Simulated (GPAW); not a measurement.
Runs of GPAW 26.7.0 on MnAs. Symmetry: P6_3/mmc, No. 194, hexagonal system. The conventional cell has a = 3.710 Å, b = 3.710 Å, c = 5.691 Å, α = 90.00°, β = 90.00°, γ = 120.00°. As (site symmetry -6m2) has 6 Mn at 2.57 Å as nearest neighbours. Mn (site symmetry -3m) has 6 As at 2.57 Å and 2 Mn at 2.85 Å as nearest neighbours. 

```csv
cell,site radius,gap on the mesh (eV),moment (μB)
"P6_3/mmc, 16.96 Å³/atom",1.221,none,5.82
"P6_3/mmc, 17.64 Å³/atom",1.238,none,(a)
"P6_3/mmc, 17.3 Å³/atom",1.23,none,6.12
"P6_3/mmc, 15.94 Å³/atom",1.196,none,5.26
"P6_3/mmc, 16.28 Å³/atom",1.205,none,(b)
```

Alike in all rows: task magnons; level LDA; potentials or basis the program's PAW data sets (release 1.2.1) made for this functional, pw; spin collinear, ferromagnetic start; k mesh 7 × 7 × 4; cutoff (eV) 500; smearing fermi-dirac 0.05 eV; the mesh is coarse, so values aren't converged.

Fill in the values left out.

(a) 6.29; (b) 5.44.

Caveats: all runs use coarse meshes; the number of bands moves the energies at small q by some ten meV; the exchange constants hang on this mesh and on the site radius; magnon energies are noisy on this mesh; only a ferromagnetic start was run, and an antiferromagnetic order may lie lower in energy.

A k mesh can miss the band edges, and the runs leave out spin-orbit coupling on As.

A gap of «none» marks a metal or a gap under the smearing width.

Runs at the PBE level aren't shown here.
